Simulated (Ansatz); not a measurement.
Computed with DFT PBE, scalar-relativistic, plane waves, PAW in Ansatz 0.2.0. The final run on the 2-atom cell used 420 eV, a Γ-centred 10×10×10 mesh, 0.02 eV smearing and no spin polarisation.

Energies over the elements count from the elements' standard structures at the same level (F₂ as a molecule), with no fitted energy shifts.

**Question.** Give a relaxed trial structure of a cubic wide-gap insulator with formula LiF, with a gap near 8.8 eV, a formation energy near −2.95 eV/atom and about 8 Å³ per atom, in a cell of 2 atoms. Its symmetry should be Fm-3m (No. 225).

**Answer.** LiF, space group Fm-3m (No. 225). Around Li lie 6 F at 2.03 Å; around F lie 6 Li at 2.03 Å.

Space group Fm-3m (No. 225). a = 4.067 Å, b = 4.067 Å, c = 4.067 Å, α = 90.00°, β = 90.00°, γ = 90.00°
```tsv
atom	site	symmetry	x	y	z
Li	4a	m-3m	0.0000	0.0000	0.0000
F	4b	m-3m	0.5000	0.0000	0.0000
```

- Volume per atom: 8.41 Å³
- Density: 2.56 g/cm³
- Formation energy: −2.945 eV/atom
- Gap on the 10×10×10 mesh of the 2-atom cell: 8.83 eV

It comes from a database structure that was distorted and then relaxed. The answer needn't be unique; the calculation gave this one.

Kohn–Sham gaps at this level usually fall short of measured ones. A later test with randomly moved atoms came back to the same energy, though modes that don't fit the test's cell weren't probed.
